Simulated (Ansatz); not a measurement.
Method: DFT PBE, scalar-relativistic, plane waves, PAW in Ansatz 0.2.0. Several structures of Ti2C5 were relaxed, and the powder pattern of one of them was computed from 10° to 70° in 2θ (λ = 1.5406 Å; lines under 1 % are left out).

Cu Kα1 powder pattern (kinematic, no thermal factors).
```csv
2θ (°),relative intensity
16.66,14
25.11,1
33.70,20
38.50,6
39.46,35
42.22,100
42.48,20
46.52,65
52.08,20
58.66,17
60.95,5
66.13,13
69.65,21
```

Question: Which structure gives it?
1. Space group P-6m2 (No. 187), hexagonal, a = 3.259 Å, c = 9.833 Å. Ti has 3 C at 2.08 Å and 1 Ti at 2.83 Å; C on a site of symmetry 3m has 1 C at 1.33 Å and 3 Ti at 2.08 Å; C on a site of symmetry -6m2 is surrounded by 2 C at 1.28 Å; 1 more site not described.
2. Space group C2/m (No. 12), monoclinic, a = 12.532 Å, b = 2.636 Å, c = 4.339 Å, β = 100.2°. Around Ti lie 2 C at 1.96 Å, 3 C at 2.33–2.40 Å, 2 Ti at 2.64 Å, 3 C at 2.80–2.89 Å and 2 Ti at 2.91–3.00 Å; C on a site of symmetry m is surrounded by 3 C at 1.47–1.52 Å and 3 Ti at 2.33–2.40 Å; C on a second site of symmetry m is surrounded by 3 C at 1.47–1.48 Å; 1 more site not described.
3. Space group P-3m1 (No. 164), trigonal, a = 2.698 Å, c = 10.631 Å. Around Ti lie 3 C at 2.03 Å, 6 C at 2.45–2.48 Å and 6 Ti at 2.70 Å; C on a site of symmetry 3m is surrounded by 3 C at 1.56 Å and 3 Ti at 2.48 Å; around C on a second site of symmetry 3m lie 3 C at 1.56 Å and 3 Ti at 2.45 Å; 1 more site not described.

Answer: 3. Its strongest line, at 2θ = 42.22°, has d = λ/(2 sin θ) = 2.139 Å and is the (1 0 2) reflection of the conventional P-3m1 cell with a = 2.698 Å, c = 10.631 Å. The others have their strongest lines at 33.0° (1); 27.4° (2).

The cells needn't be stable.
